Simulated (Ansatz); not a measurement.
## Si2Ni: equation of state with r2SCAN

Si2Ni:

```
Ni Si
1.0
     0.00000    2.70300    2.70300
     2.70300    0.00000    2.70300
     2.70300    2.70300    0.00000
Ni Si
1 2
Direct
  0.00000 0.00000 0.00000
  0.75000 0.75000 0.75000
  0.25000 0.25000 0.25000
```

- Program: Ansatz 0.2.0
- Task: equation of state
- Functional: r2SCAN
- Potentials or basis: Ansatz PAW
- Cutoff: 500 eV
- Density cutoff: 2000 eV
- k mesh: 9 × 9 × 9
- Occupations: fermi-dirac, width 0.05 eV
- Spin: collinear spin, ferromagnetic start
- Starting moments: [1.0, 0.0, 0.0] μB

```json
{
 "Equilibrium volume": "13.03 Å³/atom",
 "Bulk modulus": "153 GPa",
 "Pressure derivative of the bulk modulus": "4.3 (rough: it moves with the points fitted)"
}
```

Energy against volume, from the lowest point:
| volume (Å³/atom) | energy (meV/atom) |
| --- | --- |
| 12.376 | 16.67 |
| 12.639 | 5.30 |
| 12.902 | 0.00 |
| 13.166 | 0.03 |
| 13.429 | 4.82 |
| 13.692 | 13.97 |
| 13.956 | 27.06 |

All runs of the series together: 59 s on 2 threads of Arm Neoverse V1, with other jobs on the host.

Caveat: the magnetic or orbital state may not be the lowest; the PAW data sets were made with another functional, which shifts forces and pressure a little.
